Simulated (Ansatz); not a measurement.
# Zr3N: the cost of one run

Method: DFT PBEsol, scalar-relativistic, plane waves, PAW, in Ansatz 0.2.0.

1 further run of the same task is left out (set aside as unsound or not needed). Runs told in other sessions of the task aren't counted.

## 1. Starting point

The structure is hexagonal, space group P6_322 (No. 182). The conventional cell has a = 5.584 Å, b = 5.584 Å, c = 5.156 Å, α = 90.00°, β = 90.00°, γ = 120.00°. Around Zr (site symmetry 2) lie 2 O at 2.25 Å. O (site symmetry 32) has 6 Zr at 2.25 Å in its first shell of neighbours.

Coordinates:

```
Zr O
1.0
     5.58360    0.00000    0.00000
    -2.79180    4.83554    0.00000
     0.00000    0.00000    5.15601
Zr O
6 2
Direct
  0.00000 0.66057 0.50000
  0.00000 0.33943 0.00000
  0.66057 0.66057 0.00000
  0.66057 0.00000 0.50000
  0.33943 0.33943 0.50000
  0.33943 0.00000 0.00000
  0.66667 0.33333 0.75000
  0.33333 0.66667 0.25000
```

It goes back to an entry of the Materials Project, which need not be the stable form.

It is the result of an earlier relaxation at this level (volume 17.40 Å³/atom; gap on the mesh: none (metal)).

## 2. The substitution O → N

Zr3N starts from the relaxed positions of Zr3O, with all lengths scaled by 1.006, a guess from tabulated radii.

## 3. Probe: one point at the start (Zr3N)

input.yaml

```yaml
crystal:
  lattice:
    - [5.6159017043, 0.0, 0.0]
    - [-2.8079508522, 4.8635135411, 0.0]
    - [0.0, 0.0, 5.1858321202]
  atoms:
    - { symbol: Zr, position: [0.0, 0.6605667269, 0.5] }
    - { symbol: Zr, position: [0.0, 0.3394332731, 0.0] }
    - { symbol: Zr, position: [0.6605667269, 0.6605667269, 0.0] }
    - { symbol: Zr, position: [0.6605667269, 0.0, 0.5] }
    - { symbol: Zr, position: [0.3394332731, 0.3394332731, 0.5] }
    - { symbol: Zr, position: [0.3394332731, 0.0, 0.0] }
    - { symbol: "N", position: [0.6666666667, 0.3333333333, 0.75] }
    - { symbol: "N", position: [0.3333333333, 0.6666666667, 0.25] }
basis:
  ecutwfc: 420
kpoints:
  mp_grid: { grid: [6, 6, 4] }
hamiltonian:
  xc: pbesol
scf:
  occupations: { method: gaussian, width: 0.1 }
output:
  forces: true
  stress: true
  eigenvalues: true
```

The run is started by

```
ansatz run input.yaml --threads 2 --pin off --max-ram 5120MiB --backend cpu --events-out ev --progress --plain --runs-dir out
```

Q: Estimate wall time and peak memory on 2 threads of Intel Xeon Platinum 8259CL at 2.50GHz (Skylake/Cascade Lake), shared host.

About 9.6 s, with a peak of 0.49 GiB.
